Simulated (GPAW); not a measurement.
## KI (Fm-3m): G0W0 with GPAW, start to end

Aim: the G0W0 gap of KI (Fm-3m) on PBE, step by step.

Method: PBE and many-body steps on it, plane waves, in GPAW 26.7.0.

### Step 1. Set-up

The structure is cubic, space group Fm-3m (No. 225). The conventional cell has a = 7.066 Å, b = 7.066 Å, c = 7.066 Å, α = 90.00°, β = 90.00°, γ = 90.00°. Nearest to K lie 6 I at 3.53 Å. Nearest to I lie 6 K at 3.53 Å. Farther neighbours and most contacts between anions are not listed.

Coordinates:

```cif
data_structure
_symmetry_space_group_name_H-M 'Fm-3m'
_symmetry_Int_Tables_number 225
_cell_length_a 7.0655
_cell_length_b 7.0655
_cell_length_c 7.0655
_cell_angle_alpha 90.000
_cell_angle_beta 90.000
_cell_angle_gamma 90.000
_cell_volume 352.73
loop_
_atom_site_label
_atom_site_type_symbol
_atom_site_symmetry_multiplicity
_atom_site_Wyckoff_symbol
_atom_site_fract_x
_atom_site_fract_y
_atom_site_fract_z
_atom_site_occupancy
K1 K 4 a 0.00000 0.00000 0.00000 1
I1 I 4 b 0.50000 0.00000 0.00000 1
```

The cell and positions come from the Crystallography Open Database and are kept as given unless a step says otherwise. Spin-orbit coupling is left out unless a step names it.

### Step 2. Ground state

This step: GPAW 26.7.0; DFT, PBE, plane waves, PAW.

The ground-state density comes first.

run.py

```python
import json
import numpy as np
from gpaw.mpi import world
from ase import Atoms
from gpaw import GPAW, PW, FermiDirac

atoms = Atoms(['K', 'I'],
    cell=[[0.0000000000, 3.5327750000, 3.5327750000],
      [3.5327750000, 0.0000000000, 3.5327750000],
      [3.5327750000, 3.5327750000, 0.0000000000]],
    scaled_positions=[[0.0000000000, 0.0000000000, 0.0000000000],
      [0.5000000000, 0.5000000000, 0.5000000000]],
    pbc=(True, True, True))
calc = GPAW(mode=PW(450),
    xc='PBE',
    kpts={'size': (6, 6, 6), 'gamma': True},
    occupations=FermiDirac(0.001),
    nbands=-7,
    convergence={'density': 1e-6, 'bands': -3},
    maxiter=100,
    txt='gs.txt')
atoms.calc = calc
res = {'energy': atoms.get_potential_energy()}
kpts = calc.get_ibz_k_points()
res['kpts'] = kpts
res['eigenvalues'] = [calc.get_eigenvalues(kpt=k) for k in range(len(kpts))]
res['n_electrons'] = calc.get_number_of_electrons()
calc.write('gs.gpw')

if world.rank == 0:
    with open('result.json', 'w') as f:
        json.dump(res, f, default=lambda x: x.tolist())
```

Started as:

```
mpirun -n 4 gpaw python run.py
```

Numbers of over 12 decimals in the logs are rounded to 6 here.

The program printed:

```text
__  _  _
 | _ |_)|_||  |
 |__||  | ||/\| - 26.7.0

Input parameters:
  mode=PW(ecut=450.000000),
  convergence={'density': 1e-06, 'bands': -3},
  kpts=MonkhorstPack(size=(6, 6, 6), gamma=True),
  maxiter=100,
  nbands=-7,
  occupations=Occupations(name='fermi-dirac', width=0.001, fixmagmom=False),
  xc=XC(name='PBE')
  [... matrices ...]
Diagonalizing LCAO Hamiltonian
Converting LCAO to pw mode

                   I

       K

Atoms  # Å, Bohr magnetons
|   | symbol |        x |        y |        z |    initial magnetic moments |
| 0 |      K | 0.000000 | 0.000000 | 0.000000 | ( 0.0000,  0.0000,  0.0000) |
| 1 |      I | 3.532775 | 3.532775 | 3.532775 | ( 0.0000,  0.0000,  0.0000) |

Unit cell  # Å
| periodic |        x |        y |        z |  lengths |    angles |
|      yes | 0.000000 | 3.532775 | 3.532775 | 4.996098 | 60.000000 |
|      yes | 3.532775 | 0.000000 | 3.532775 | 4.996098 | 60.000000 |
|      yes | 3.532775 | 3.532775 | 0.000000 | 4.996098 | 60.000000 |

Number of symmetries: 48
Symmetry operations  # r_c * U_cc + t_c -> r_c
|    | kind |            matrix            |
|  0 |  σ   |  1, 0, 0,  1, 0,-1,  1,-1, 0 |
|  1 |  C2  |  1, 0, 0,  1,-1, 0,  1, 0,-1 |
|  2 |  E   |  1, 0, 0,  0, 1, 0,  0, 0, 1 |
|  3 |  σ   |  1, 0, 0,  0, 0, 1,  0, 1, 0 |
|  4 |  C4  |  1, 0,-1,  1, 0, 0,  1,-1, 0 |
|  5 |  S6  |  1, 0,-1,  1,-1, 0,  1, 0, 0 |
|  6 |  σ   |  1, 0,-1,  0, 1,-1,  0, 0,-1 |
|  7 |  C3  |  1, 0,-1,  0, 0,-1,  0, 1,-1 |
|  8 |  S6  |  1,-1, 0,  1, 0, 0,  1, 0,-1 |
|  9 |  C4  |  1,-1, 0,  1, 0,-1,  1, 0, 0 |
| 10 |  C3  |  1,-1, 0,  0,-1, 1,  0,-1, 0 |
| 11 |  σ   |  1,-1, 0,  0,-1, 0,  0,-1, 1 |
| 12 |  σ   |  0, 1, 0,  1, 0, 0,  0, 0, 1 |
| 13 |  C4  |  0, 1, 0,  0, 1,-1, -1, 1, 0 |
| 14 |  C3  |  0, 1, 0,  0, 0, 1,  1, 0, 0 |
| 15 |  S6  |  0, 1, 0, -1, 1, 0,  0, 1,-1 |
| 16 |  C2  |  0, 1,-1,  1, 0,-1,  0, 0,-1 |
| 17 |  σ   |  0, 1,-1,  0, 1, 0, -1, 1, 0 |
| 18 |  S4  |  0, 1,-1,  0, 0,-1,  1, 0,-1 |
| 19 |  C4  |  0, 1,-1, -1, 1, 0,  0, 1, 0 |
| 20 |  C3  |  0, 0, 1,  1, 0, 0,  0, 1, 0 |
| 21 |  σ   |  0, 0, 1,  0, 1, 0,  1, 0, 0 |
| 22 |  S6  |  0, 0, 1,  0,-1, 1, -1, 0, 1 |
| 23 |  C4  |  0, 0, 1, -1, 0, 1,  0,-1, 1 |
| 24 |  S4  |  0, 0,-1,  1, 0,-1,  0, 1,-1 |
| 25 |  C3  |  0, 0,-1,  0, 1,-1,  1, 0,-1 |
| 26 |  C2  |  0, 0,-1,  0,-1, 0, -1, 0, 0 |
| 27 |  S6  |  0, 0,-1, -1, 0, 0,  0,-1, 0 |
| 28 |  S4  |  0,-1, 1,  1,-1, 0,  0,-1, 0 |
| 29 |  C4  |  0,-1, 1,  0, 0, 1, -1, 0, 1 |
| 30 |  C2  |  0,-1, 1,  0,-1, 0,  1,-1, 0 |
| 31 |  σ   |  0,-1, 1, -1, 0, 1,  0, 0, 1 |
| 32 |  C3  |  0,-1, 0,  1,-1, 0,  0,-1, 1 |
| 33 |  S6  |  0,-1, 0,  0, 0,-1, -1, 0, 0 |
| 34 |  S4  |  0,-1, 0,  0,-1, 1,  1,-1, 0 |
| 35 |  C2  |  0,-1, 0, -1, 0, 0,  0, 0,-1 |
| 36 |  C2  | -1, 1, 0,  0, 1, 0,  0, 1,-1 |
| 37 |  S6  | -1, 1, 0,  0, 1,-1,  0, 1, 0 |
| 38 |  S4  | -1, 1, 0, -1, 0, 1, -1, 0, 0 |
| 39 |  C3  | -1, 1, 0, -1, 0, 0, -1, 0, 1 |
| 40 |  S6  | -1, 0, 1,  0, 0, 1,  0,-1, 1 |
| 41 |  C2  | -1, 0, 1,  0,-1, 1,  0, 0, 1 |
| 42 |  C3  | -1, 0, 1, -1, 1, 0, -1, 0, 0 |
| 43 |  S4  | -1, 0, 1, -1, 0, 0, -1, 1, 0 |
| 44 |  C2  | -1, 0, 0,  0, 0,-1,  0,-1, 0 |
| 45 |  i   | -1, 0, 0,  0,-1, 0,  0, 0,-1 |
| 46 |  σ   | -1, 0, 0, -1, 1, 0, -1, 0, 1 |
| 47 |  C2  | -1, 0, 0, -1, 0, 1, -1, 1, 0 |

BZ-sampling:
  Number of BZ points: 216
  Number of IBZ points: 16

  Monkhorst-Pack size: [6, 6, 6]
  Monkhorst-Pack shift: [0.083333, 0.083333, 0.083333]

K-points  # in reciprocal-cell coordinates
|     |                                coordinates |     weight |
|   0 | (  0.00000000,   0.00000000,   0.00000000) | 0.00462963 |
|   1 | (  0.16666667,   0.16666667,   0.00000000) | 0.02777778 |
|   2 | (  0.16666667,   0.16666667,   0.16666667) | 0.03703704 |
|   3 | (  0.33333333,   0.16666667,   0.16666667) | 0.05555556 |
|   4 | (  0.33333333,   0.33333333,  -0.33333333) | 0.05555556 |
|   5 | (  0.33333333,   0.33333333,   0.00000000) | 0.02777778 |
|   6 | (  0.33333333,   0.33333333,   0.16666667) | 0.11111111 |
|   7 | (  0.33333333,   0.33333333,   0.33333333) | 0.03703704 |
|   8 | (  0.50000000,   0.33333333,  -0.33333333) | 0.11111111 |
|   9 | (  0.50000000,   0.33333333,  -0.16666667) | 0.05555556 |
| ... |                                            |            |
|  15 | (  0.50000000,   0.50000000,   0.50000000) | 0.01851852 |

Plane wave coefficients: 1932
Cutoff: 450.000000 eV

Spin-components: 1 (collinear spins)
Bands:           15
Projectors:      10
Spin-degeneracy: 2
Datatype:        complex128

  Storage: CPU
  Wave functions: 7_361_280 bytes (1_840_320 per core)
  Projectors: 10_305_792 bytes (2_576_448 per core)
  [... matrices ...]
Parallelization:
  kpt:    4
  domain: 1
  band:   1

Density:
  Valence electrons: 16.0
  Components: 1
  Grid points: [25 25 25]
  Charge: 0.0  # |e|

Potential:
  Grid points: [25 25 25]

species:
  K:
    name:    Potassium
    Z:       19.0
    valence: 9
    core:    10
    charge:  0.0  # [|e|]
    compensation charges:
      type: gauss
      rc: 0.35  # [Å]
      lmax: 2
    cutoffs:
      filter: 1.91  # [Å]
      core: 1.27  # [Å]
    projectors
    | kind |    occ | energy [eV] | rcut [Å] |
    |   3s |  2.000 |     -35.338 |    1.122 |
    |   4s |  1.000 |      -2.319 |    1.122 |
    |   3p |  6.000 |     -18.813 |    1.106 |
    |    p |        |       8.398 |    1.106 |
    |    d |        |       0.000 |    0.937 |

    Using partial waves for K as LCAO basis

  I:
    name:    Iodine
    Z:       53.0
    valence: 7
    core:    46
    charge:  0.0  # [|e|]
    compensation charges:
      type: gauss
      rc: 0.37  # [Å]
      lmax: 2
    cutoffs:
      filter: 2.06  # [Å]
      core: 2.90  # [Å]
    projectors
    | kind |    occ | energy [eV] | rcut [Å] |
    |   5s |  2.000 |     -17.382 |    1.164 |
    |   5p |  5.000 |      -7.088 |    1.164 |
    |    s |        |       9.829 |    1.164 |
    |    p |        |      20.123 |    1.164 |
    |    d |        |       0.000 |    1.164 |

    Using partial waves for I as LCAO basis

Reference energy: -209923.048885  # eV

eigensolver:
  PPCG
  Converge bands: -3
  niter=2

density mixing:
  MSR1-Mixer
  Pratt-step length: 0.05
  Maximum mixing coefficient: 0.75
  Old densities: 10
  SVD Regularization: 0.005
  Good broyden scale: 1.0
  Trust region scale: 1.0
  Backstep threshold: 4.0
  History deletion threshold: 6.0
  Fourier metric: weight=20.0, sigma=0.015

occupation numbers:
  Fermi-Dirac:
    width: 0.0010  # eV

poisson solver:
  ecut: 3600.000000  # eV

xc functional:
  name: PBE with 2 nearest neighbor stencil

Initialization done in: 0.805 s

convergence criteria:
- Maximum integral of absolute [dens]ity change: 1e-06 electrons / valence electron
- Maximum [total energy] change in last 3 cyles: 0.0005 eV / valence electron
- Maximum integral of absolute [eigenst]ate change: 4e-08 eV^2 / valence electron
maximum number of iterations: 100

SCF iterations
|iter     |     time |      energy | eigst |  dens |
|iter:   1|  |   -5.784516 | +1.62 |       |
|iter:   2|  |   -5.774896 | +0.35 | -1.36 |
|iter:   3|  |   -5.707483 | -0.22 | -1.39 |
|iter:   4|  |   -5.709593 | -0.75 | -1.77 |
|iter:   5|  |   -5.710604c| -1.02 | -2.17 |
|iter:   6|  |   -5.710666c| -1.72 | -2.91 |
|iter:   7|  |   -5.710670c| -2.35 | -3.63 |
|iter:   8|  |   -5.710670c| -2.81 | -4.10 |
|iter:   9|  |   -5.710670c| -3.37 | -5.22 |
|iter:  10|  |   -5.710670c| -3.76 | -5.61 |
|iter:  11|  |   -5.710670c| -4.50 | -6.82c|
|iter:  12|  |   -5.710670c| -4.97 | -7.31c|
|iter:  13|  |   -5.710670c| -5.45 | -8.13c|
|iter:  14|  |   -5.710670c| -5.93 | -8.80c|
|iter:  15|  |   -5.710670c| -6.62 | -9.80c|
|iter:  16|  |   -5.710670c| -7.18 |-10.19c|
|iter:  17|  |   -5.710670c| -7.80c|-10.52c|

Converged in 17 steps
SCF loop duration: 3.270 s (0.192 s/step)
Energy contributions relative to reference atoms: (reference = -209923.048885)
  [... matrices ...]
Energy contributions:
  Kinetic:           5.203088
  Coulomb:          -4.496480
  Zero:             -0.651116
  External:          0.000000
  Xc:               -5.766162
  Entropy:          -0.000000
  Spinorbit:         0.000000
  ----------------------------
  Free energy:      -5.710670
  Extrapolated:     -5.710670

dipole moment: (-25.748593, -25.748593, -25.748593)  # |e|*Ang

Fermi level: 2.227
Eigenvalues  # (at kpt = [0.000, 0.000, 0.000])
| band index |      eig [eV] | occ [0-2] |
|          0 |       -28.001 |     2.000 |
|          1 |       -11.520 |     2.000 |
|          2 |       -11.520 |     2.000 |
|          3 |       -11.520 |     2.000 |
|          4 |       -10.004 |     2.000 |
|          5 |         0.472 |     2.000 |
|          6 |         0.472 |     2.000 |
|          7 |         0.472 |     2.000 |
|          8 |         4.449 |     0.000 |
|          9 |         6.979 |     0.000 |
|         10 |         6.979 |     0.000 |
|         11 |         6.979 |     0.000 |
|         12 |         7.692 |     0.000 |
|         13 |         7.692 |     0.000 |
|         14 |        10.333 |     0.000 |

Gap: 3.977 eV
Transition (v -> c):
  (s=0, k=0, n=7, [0.00, 0.00, 0.00]) -> (s=0, k=0, n=8, [0.00, 0.00, 0.00])
No difference between direct/indirect transitions
# Writing to gs.gpw (mode='')
  [... matrices ...]
```

Run time: 5.6 s. Hardware: 4 MPI ranks of Arm Neoverse V2, shared host; peak memory 0.64 GiB.

This step gave:

| Quantity | Value |
| --- | --- |
| total energy | -5.711 eV |
| gap | 3.977 eV |
| k of the valence top | 0, 0, 0 |
| k of the conduction bottom | 0, 0, 0 |
| least direct gap | 3.977 eV |

The gap is direct, at Γ.

### Step 3. Bands along the symmetry lines

The cheap functional maps the bands first; the places of the edges decide which points the dearer methods must see.

run.py

```python
import json
import numpy as np
from gpaw.mpi import world
from gpaw import GPAW

path = [[0.000000, 0.000000, 0.000000],
    [0.062500, 0.000000, 0.062500],
    [0.125000, 0.000000, 0.125000],
    [0.187500, 0.000000, 0.187500],
    [0.250000, 0.000000, 0.250000],
    [0.312500, 0.000000, 0.312500],
    [0.375000, 0.000000, 0.375000],
    [0.437500, 0.000000, 0.437500],
    [0.500000, 0.000000, 0.500000],
    [0.515625, 0.031250, 0.515625],
    [0.531250, 0.062500, 0.531250],
    [0.546875, 0.093750, 0.546875],
    [0.562500, 0.125000, 0.562500],
    [0.578125, 0.156250, 0.578125],
    [0.593750, 0.187500, 0.593750],
    [0.609375, 0.218750, 0.609375],
    [0.625000, 0.250000, 0.625000],
    [0.375000, 0.375000, 0.750000],
    [0.328125, 0.328125, 0.656250],
    [0.281250, 0.281250, 0.562500],
    [0.234375, 0.234375, 0.468750],
    [0.187500, 0.187500, 0.375000],
    [0.140625, 0.140625, 0.281250],
    [0.093750, 0.093750, 0.187500],
    [0.046875, 0.046875, 0.093750],
    [0.000000, 0.000000, 0.000000],
    [0.062500, 0.062500, 0.062500],
    [0.125000, 0.125000, 0.125000],
    [0.187500, 0.187500, 0.187500],
    [0.250000, 0.250000, 0.250000],
    [0.312500, 0.312500, 0.312500],
    [0.375000, 0.375000, 0.375000],
    [0.437500, 0.437500, 0.437500],
    [0.500000, 0.500000, 0.500000],
    [0.500000, 0.468750, 0.531250],
    [0.500000, 0.437500, 0.562500],
    [0.500000, 0.406250, 0.593750],
    [0.500000, 0.375000, 0.625000],
    [0.500000, 0.343750, 0.656250],
    [0.500000, 0.312500, 0.687500],
    [0.500000, 0.281250, 0.718750],
    [0.500000, 0.250000, 0.750000],
    [0.500000, 0.218750, 0.718750],
    [0.500000, 0.187500, 0.687500],
    [0.500000, 0.156250, 0.656250],
    [0.500000, 0.125000, 0.625000],
    [0.500000, 0.093750, 0.593750],
    [0.500000, 0.062500, 0.562500],
    [0.500000, 0.031250, 0.531250],
    [0.500000, 0.000000, 0.500000]]
calc = GPAW('gs.gpw').fixed_density(kpts=path,
    symmetry='off',
    nbands=18,
    convergence={'bands': 14},
    txt='bands.txt')
res = {}
kpts = calc.get_ibz_k_points()
res['kpts'] = kpts
res['eigenvalues'] = [calc.get_eigenvalues(kpt=k) for k in range(len(kpts))]
res['n_electrons'] = calc.get_number_of_electrons()

if world.rank == 0:
    with open('result.json', 'w') as f:
        json.dump(res, f, default=lambda x: x.tolist())
```

Started as:

```
mpirun -n 4 gpaw python run.py
```

The program printed:

```text
Diagonalizing LCAO Hamiltonian
Converting LCAO to pw mode
convergence criteria:
- Maximum integral of absolute [eigenst]ate change: 4e-08 eV^2 / valence electron
maximum number of iterations: 100

SCF iterations
|iter     |     time |      energy | eigst |  dens |
|iter:   1|  |             | +2.00 |       |
|iter:   2|  |             | +1.03 |       |
|iter:   3|  |             | +0.21 |       |
[...]
|iter:  11|  |             | -6.63 |       |
|iter:  12|  |             | -7.12 |       |
|iter:  13|  |             | -7.57c|       |
SCF steps: 13
  __  _  _
 | _ |_)|_||  |
 |__||  | ||/\| - 26.7.0

Input parameters:
  mode=PW(ecut=450.000000),
  convergence={'bands': 14},
  gpts=array([25, 25, 25]),
  kpts=KPoints(kpts=array([[0.      , 0.      , 0.      ],
         [0.0625  , 0.      , 0.0625  ],
         [0.125   , 0.      , 0.125   ],
         [0.1875  , 0.      , 0.1875  ],
[...]
[0.515625, 0.03125 , 0.515625],
[...]
[0.546875, 0.09375 , 0.546875],
[...]
[0.578125, 0.15625 , 0.578125],
[...]
[0.609375, 0.21875 , 0.609375],
[...]
[0.328125, 0.328125, 0.65625 ],
[...]
[0.234375, 0.234375, 0.46875 ],
[...]
[0.140625, 0.140625, 0.28125 ],
[...]
[0.046875, 0.046875, 0.09375 ],
[...]
[0.5     , 0.0625  , 0.5625  ],
         [0.5     , 0.03125 , 0.53125 ],
         [0.5     , 0.      , 0.5     ]])),
  maxiter=100,
  nbands=18,
  occupations=Occupations(name='fermi-dirac', width=0.001, fixmagmom=False),
  parallel={},
  symmetry=Symmetry(point_group=False, time_reversal=False),
  xc=XC(name='PBE')
  [... matrices ...]
timing:  # [seconds]
  Total: 0.023  # ━━━━━━━━━━━━━━━━━━━━━━━━━━━━━━━━━━━━━━━━━━━━━━━━━━━━━━━━━━━
```

It took 8.6 s on 4 MPI ranks; peak memory 0.69 GiB.

Numbers from this step:

| Property | Result |
| --- | --- |
| gap | 3.977 eV |
| k of the valence top | 0, 0, 0 |
| k of the conduction bottom | 0, 0, 0 |
| least direct gap | 3.977 eV |

The gap is 3.977 eV, as in the run before at this level.

Electronic bands along the path, in eV, zero at the top of the highest filled band; v1 is the highest filled band, c1 the lowest empty one:

| point | v4 | v3 | v2 | v1 | c1 | c2 | c3 | c4 |
| --- | --- | --- | --- | --- | --- | --- | --- | --- |
| Γ | -10.48 | 0.00 | 0.00 | 0.00 | 3.98 | 6.51 | 6.51 | 6.51 |
| halfway | -10.34 | -0.78 | -0.21 | -0.21 | 5.30 | 5.54 | 7.60 | 7.90 |
| X | -10.33 | -1.00 | -0.37 | -0.37 | 4.95 | 5.78 | 8.09 | 8.69 |
| halfway | -10.32 | -0.96 | -0.49 | -0.37 | 5.15 | 6.02 | 8.20 | 8.34 |
| U | -10.28 | -0.85 | -0.75 | -0.38 | 5.62 | 6.65 | 7.63 | 8.28 |
| jump to K | -10.28 | -0.85 | -0.75 | -0.38 | 5.62 | 6.65 | 7.63 | 8.28 |
| halfway | -10.30 | -0.87 | -0.30 | -0.24 | 5.55 | 6.30 | 7.21 | 7.40 |
| Γ | -10.48 | 0.00 | 0.00 | 0.00 | 3.98 | 6.51 | 6.51 | 6.51 |
| halfway | -10.33 | -0.76 | -0.17 | -0.17 | 5.07 | 6.58 | 7.12 | 7.12 |
| L | -10.20 | -1.32 | -0.33 | -0.33 | 5.53 | 7.72 | 8.16 | 8.16 |
| halfway | -10.24 | -1.10 | -0.54 | -0.39 | 6.05 | 6.86 | 7.40 | 8.27 |
| W | -10.27 | -0.73 | -0.73 | -0.60 | 6.48 | 6.48 | 6.65 | 8.19 |
| halfway | -10.30 | -0.92 | -0.48 | -0.48 | 5.37 | 6.18 | 7.89 | 8.31 |
| X | -10.33 | -1.00 | -0.37 | -0.37 | 4.95 | 5.78 | 8.09 | 8.69 |

The electronic bands as a text plot (rows in eV, shown from -8.0 to 7.2 only):

```
    6.9 |++++             ++++  ++++++++ ++++++      ++++++++
    6.3 |++++          +++ ++++++++++++++++++         +++++++++
    5.6 |    ++++++++++  ++     +              +++++++      ++ ++
    5.0 |    ++++++++++++        ++        ++++               +++
    4.4 | +++                      +++  +++
    3.7 |+                            ++
    3.1 |
    2.5 |
    1.8 |
    1.2 |
    0.6 |
   -0.1 |**********************************************         *
   -0.7 |    **********************        ****     *************
   -1.3 |                                      ********
   -2.0 |
   -2.6 |
   -3.2 |
   -3.9 |
   -4.5 |
   -5.1 |
   -5.8 |
   -6.4 |
   -7.0 |
   -7.7 |
         Γ           X  U|K            Γ         L        W     X
```

### Step 4. Empty states on the mesh, 4×4×4 mesh, 377 bands

The sums over transitions need many empty states on a uniform mesh; this step solves for them.

run.py

```python
import json
import numpy as np
from gpaw.mpi import world
from gpaw import GPAW

calc = GPAW('gs.gpw').fixed_density(kpts={'size': (4, 4, 4), 'gamma': True},
    parallel={'domain': 1, 'band': 1},
    txt='nscf.txt')
calc.diagonalize_full_hamiltonian(nbands=377)
calc.write('full.gpw', mode='all')
res = {}
kpts = calc.get_ibz_k_points()
res['kpts'] = kpts
res['eigenvalues'] = [calc.get_eigenvalues(kpt=k) for k in range(len(kpts))]
res['n_electrons'] = calc.get_number_of_electrons()

if world.rank == 0:
    with open('result.json', 'w') as f:
        json.dump(res, f, default=lambda x: x.tolist())
```

Started as:

```
mpirun -n 4 gpaw python run.py
```

The program printed:

```text
Diagonalizing LCAO Hamiltonian
Converting LCAO to pw mode
convergence criteria:
- Maximum integral of absolute [eigenst]ate change: 4e-08 eV^2 / valence electron
maximum number of iterations: 100

SCF iterations
|iter     |     time |      energy | eigst |  dens |
|iter:   1|  |             | +1.58 |       |
|iter:   2|  |             | +0.50 |       |
|iter:   3|  |             | -0.15 |       |
[...]
|iter:  25|  |             | -6.97 |       |
|iter:  26|  |             | -7.18 |       |
|iter:  27|  |             | -7.44c|       |
SCF steps: 27
  __  _  _
 | _ |_)|_||  |
 |__||  | ||/\| - 26.7.0

Input parameters:
  mode=PW(ecut=450.000000),
  convergence={'density': 1e-06, 'bands': -3},
  gpts=array([25, 25, 25]),
  kpts=MonkhorstPack(size=(4, 4, 4), gamma=True),
  maxiter=100,
  nbands=15,
  occupations=Occupations(name='fermi-dirac', width=0.001, fixmagmom=False),
  parallel={'domain': 1, 'band': 1},
  xc=XC(name='PBE')
Matrix size: 1924x1924
# Writing to full.gpw (mode='all')
  [... matrices ...]

timing:  # [seconds]
  Total: 13.189  # ━━━━━━━━━━━━━━━━━━━━━━━━━━━━━━━━━━━━━━━━━━━━━━━━━━━━━━━━━━
```

It took 17 s on 4 MPI ranks; peak memory 1.8 GiB; 68 s of CPU time.

This step gave:

```yaml
gap: 3.977 eV
k_of_the_valence_top: 0, 0, 0
k_of_the_conduction_bottom: 0, 0, 0
least_direct_gap: 3.977 eV
k_points_computed: 8
lowest_point_of_the_top_converged_band_above_the_valence_top: 144.8437 eV
```

On this mesh the gap is 3.977 eV.

[end of part 1 of 2]

[Paths, hosts, dates, memory and timing lines, banners, echoed tables and standing remarks are left out of the program output.]

[Logs are printed without paths, hosts, clocks, repeated set-up lines and the standing remarks that a program may print on its own settings, such as how far it seeks lower states.]

[Runs of the session that timed out or met a known fault of the program may be left out.]

[Hosts, paths, dates, database ids (printed as entryN), source tags and the programs' standing remarks are cut or masked in the printed files.]
